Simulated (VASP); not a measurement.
# ZnAu (Pm-3m) in VASP: a series of runs, part 2 of 2

VASP 6.6.1. Earlier steps stand in the parts before.

## 4. Single point, PBE

INCAR reads:

```
SYSTEM = ZnAu
PREC     = Accurate       ! precision mode
ENCUT    = 400            ! plane-wave cutoff, eV
EDIFF    = 1E-6           ! SCF threshold, eV
ISMEAR   = 0              ! smearing method
SIGMA    = 0.1            ! smearing width, eV
LREAL    = .FALSE.        ! projectors in reciprocal space
LASPH    = .TRUE.         ! aspherical terms in the spheres
NELM     = 100            ! most SCF steps
ALGO     = Normal         ! electronic algorithm
ISIF     = 2              ! what is computed and relaxed
LWAVE    = .FALSE.        ! write WAVECAR
LCHARG   = .FALSE.        ! write CHGCAR
GGA      = PE             ! functional
NBANDS   = 18             ! bands
ADDGRID  = .FALSE.
```

KPOINTS reads:

```
regular mesh
0
G
  8 8 8
  0 0 0
```

POSCAR reads:

```
ZnAu
1.0
    3.1470000000      0.0000000000      0.0000000000
    0.0000000000      3.1470000000      0.0000000000
    0.0000000000      0.0000000000      3.1470000000
Au Zn
1 1
Direct
    0.0000000000      0.0000000000      0.0000000000
    0.5000000000      0.5000000000      0.5000000000
```

Potentials or basis: VASP PAW PBE potentials, release 64 (Au, Zn).

Started as:

```sh
$ cat potpaw_PBE.64/Au/POTCAR potpaw_PBE.64/Zn/POTCAR > POTCAR
$ mpirun -np 1 vasp_std > vasp.out
```

OUTCAR:

```text
SYSTEM = ZnAu
   PREC = Accurate
   ENCUT = 400
   EDIFF = 1E-6
   ISMEAR = 0
   LREAL = .FALSE.
   LASPH = .TRUE.
   NELM = 100
   ISIF = 2
   GGA = PE

 Found     35 irreducible k-points:

 Following reciprocal coordinates:
            Coordinates               Weight
  0.000000  0.000000  0.000000      1.000000
  0.125000  0.000000  0.000000      6.000000
  0.250000  0.000000  0.000000      6.000000
  0.375000  0.000000  0.000000      6.000000
  0.500000  0.000000  0.000000      3.000000
  0.125000  0.125000  0.000000     12.000000
   k-points           NKPTS =     35   k-points in BZ     NKDIM =     35   number of bands    NBANDS=     18
   number of dos      NEDOS =    301   number of ions     NIONS =      2
   total plane-waves  NPLWV =  13824
   dimension x,y,z NGX =    24 NGY =   24 NGZ =   24
   dimension x,y,z NGXF=    48 NGYF=   48 NGZF=   48
   ions per type =               1   1
   NGX,Y,Z   is equivalent  to a cutoff of  12.68, 12.68, 12.68 a.u.
   NGXF,Y,Z  is equivalent  to a cutoff of  25.36, 25.36, 25.36 a.u.
 SYSTEM =  ZnAu
   PREC   = accura    normal or accurate (medium, high low for compatibility)
   ISTART =      0    job   : 0-new  1-cont  2-samecut
   ICHARG =      2    charge: 1-file 2-atom 10-const
   ISPIN  =      1    spin polarized calculation?
   LNONCOLLINEAR =      F non collinear calculations
   LSORBIT =      F    spin-orbit coupling
   LASPH  =      T    aspherical Exc in radial PAW
   ENCUT  =  400.0 eV  29.40 Ry    5.42 a.u.   5.13  5.13  5.13*2*pi/ulx,y,z
   NELM   =    100;   NELMIN=  2; NELMDL= -5     # of ELM steps
   EDIFF  = 0.1E-05   stopping-criterion for ELM
[... 8 lines left out ...]
   TEBEG  =    0.0;   TEEND  =   0.0 temperature during run
   PSTRESS=    0.0 pullay stress
   NELECT =      23.0000    total number of electrons
   NUPDOWN=      -1.0000    fix difference up-down
   EMIN   =  10.00;   EMAX   =-10.00  energy-range for DOS
   EFERMI =   0.00;   METHOD = LEGACY
   ISMEAR =     0;   SIGMA  =   0.10  broadening in eV -4-tet -1-fermi 0-gaus
   EFERMI_NEDOS =   21; number of points for ismear=-14 and -15
   IALGO  =     38    algorithm
   IMIX   =      4    mixing-type and parameters
     AMIX     =   0.40;   BMIX     =  1.00
     AMIX_MAG =   1.60;   BMIX_MAG =  1.00
  volume/ion in A,a.u.               =      15.58       105.16
  Fermi-wavevector in a.u.,A,eV,Ry     =   1.479406  2.795672 29.778283  2.188642
  Thomas-Fermi vector in A             =   2.593568
   LORBIT       =      0    0 simple, 1 ext, 2 COOP (PROOUT), +10 PAW based schemes
   GGA     = PE    functional components
   LHFCALC =     F    Hartree Fock is set to
   AEXX    =    0.0000 exact exchange contribution
   IVDW    =     0    specifies the selected vdW correction
   LEPSILON=     F    determine dielectric tensor
   LRPA    =     F    only Hartree local field effects (RPA)
 non-spin polarized calculation
 Gauss-broadening in eV      SIGMA  =   0.10
  energy-cutoff  :      400.00
  volume of cell :       31.17
 maximum number of plane-waves:       587
 NGX is ok and might be reduce to    24
   NGX = 11   NGY = 11   NGZ = 11

 number of electron      23.0000000 magnetization

 Free energy of the ion-electron system (eV)
  ---------------------------------------------------
  ext. energy  EPLUGINS =         0.00000000
  ---------------------------------------------------
  free energy    TOTEN  =        -4.73691528 eV

  energy without entropy =       -4.73617096  energy(sigma->0) =       -4.73654312

 E-fermi :   6.9554     XC(G=0): -12.3771

 val. band max:        6.8099018120   @ k =   0.5000   0.3750   0.2500
 cond. band min:       7.1703210985   @ k =   0.3750   0.3750   0.1250
 fundamental gap:      0.3604192864
 Fermi energy:         6.9554491803

 k-point     1 :       0.0000    0.0000    0.0000
  band No.  band energies     occupation
      1      -3.5225      2.00000
      2      -1.0255      2.00000
      3      -1.0255      2.00000
      4      -0.3336      2.00000
      5      -0.3336      2.00000
      6      -0.3336      2.00000
[... 10 lines left out ...]
     17      19.2318      0.00000
     18      25.4024      0.00000

 k-point     2 :       0.1250    0.0000    0.0000
  band No.  band energies     occupation
      1      -3.2464      2.00000
      2      -0.9656      2.00000
      3      -0.9456      2.00000
      4      -0.3365      2.00000
      5      -0.3365      2.00000
      6      -0.3112      2.00000
[... 10 lines left out ...]
     17      20.5575      0.00000
     18      25.1956      0.00000

 k-point     3 :       0.2500    0.0000    0.0000
  band No.  band energies     occupation
      1      -2.4585      2.00000
      2      -0.8098      2.00000
      3      -0.7561      2.00000
      4      -0.3408      2.00000
      5      -0.3408      2.00000
      6      -0.2554      2.00000
[... 10 lines left out ...]
     17      23.2593      0.00000
     18      23.5325      0.00000

 k-point     4 :       0.3750    0.0000    0.0000
  band No.  band energies     occupation
      1      -1.3326      2.00000
      2      -0.6328      2.00000
      3      -0.5680      2.00000
      4      -0.3403      2.00000
      5      -0.3403      2.00000
      6      -0.1980      2.00000
[... 10 lines left out ...]
     17      20.8707      0.00000
     18      20.8797      0.00000

 k-point     5 :       0.5000    0.0000    0.0000
  band No.  band energies     occupation
      1      -0.6436      2.00000
      2      -0.5510      2.00000
      3      -0.4168      2.00000
      4      -0.3385      2.00000
      5      -0.3385      2.00000
      6      -0.1737      2.00000
[... 10 lines left out ...]
     17      18.3077      0.00000
     18      18.5242      0.00000

 k-point     6 :       0.1250    0.1250    0.0000
  band No.  band energies     occupation
      1      -2.9786      2.00000
      2      -0.9078      2.00000
      3      -0.8742      2.00000
      4      -0.3778      2.00000
      5      -0.3391      2.00000
      6      -0.2674      2.00000
[... 10 lines left out ...]
     17      20.6827      0.00000
     18      23.5132      0.00000

 [... further k-points ...]
[... 5 lines left out ...]
  --------------------------------------------------------------------------------------
  -------------------------------------------------------------------------------------
  Total        0.9577283      0.9577283      0.9577283     -0.0000000      0.0000000     -0.0000000
  in kB       49.2337237     49.2337237     49.2337237     -0.0000000      0.0000000     -0.0000000
  external PRESSURE =      49.2337237 kB  Pullay stress =       0.0000000 kB

 VOLUME and BASIS-vectors are now :
 -----------------------------------------------------------------------------
  energy-cutoff  :      400.00
  volume of cell :       31.17
      direct lattice vectors                 reciprocal lattice vectors
     3.147000000  0.000000000  0.000000000     0.317762949  0.000000000  0.000000000
     0.000000000  3.147000000  0.000000000     0.000000000  0.317762949  0.000000000
     0.000000000  0.000000000  3.147000000     0.000000000  0.000000000  0.317762949

 POSITION                                       TOTAL-FORCE (eV/Angst)
 -----------------------------------------------------------------------------------
      0.00000      0.00000      0.00000         0.000000      0.000000      0.000000
      1.57350      1.57350      1.57350         0.000000      0.000000      0.000000
 -----------------------------------------------------------------------------------
    total drift:                                0.000000      0.000000     -0.000000

  FREE ENERGIE OF THE ION-ELECTRON SYSTEM (eV)
  ---------------------------------------------------
  free  energy   TOTEN  =        -4.7369152827 eV

  energy  without entropy=       -4.7361709619  energy(sigma->0) =       -4.73654312
```

Run time: 21 s. Hardware: 1 thread of AMD EPYC, shared host; peak memory 0.11 GiB.

The run converged, but some of its settings lie outside the range that counts as converged, so its numbers aren't taken as properties of the crystal.

What came out:

| Quantity | Value |
| --- | --- |
| Free energy | -4.7369 eV |
| Pressure | 4.9 GPa |
| Band gap on the k mesh | none (metal or under the smearing width) |

## 5. Single point, PBE

Edit INCAR of step 4 so:

```diff
@@ -5,3 +5,3 @@
 ISMEAR   = 0              ! smearing method
-SIGMA    = 0.1            ! smearing width, eV
+SIGMA    = 0.05           ! smearing width, eV
 LREAL    = .FALSE.        ! projectors in reciprocal space
```

KPOINTS is that of step 4.

POSCAR is that of step 4.

Started as:

```sh
$ cat potpaw_PBE.64/Au/POTCAR potpaw_PBE.64/Zn/POTCAR > POTCAR
$ mpirun -np 1 vasp_std > vasp.out
```

Run time: 26 s. Hardware: 1 thread of AMD EPYC, shared host; peak memory 0.11 GiB.

The run converged, but some of its settings lie outside the range that counts as converged, so its numbers aren't taken as properties of the crystal.

Results:

* Free energy: -4.7366 eV
* Pressure: 5.0 GPa
* Band gap on the k mesh: none (metal or under the smearing width)

## 6. For comparison

An earlier run on the cell as given: functional PBE; potentials or basis VASP PAW PBE potentials, release 64 (Au, Zn); cutoff 520 eV; k mesh 8 × 8 × 8; occupations fermi-dirac, width 0.05 eV; no spin polarisation.

- Pressure: 5.2 GPa
- Band gap on the k mesh: none (metal or under the smearing width)
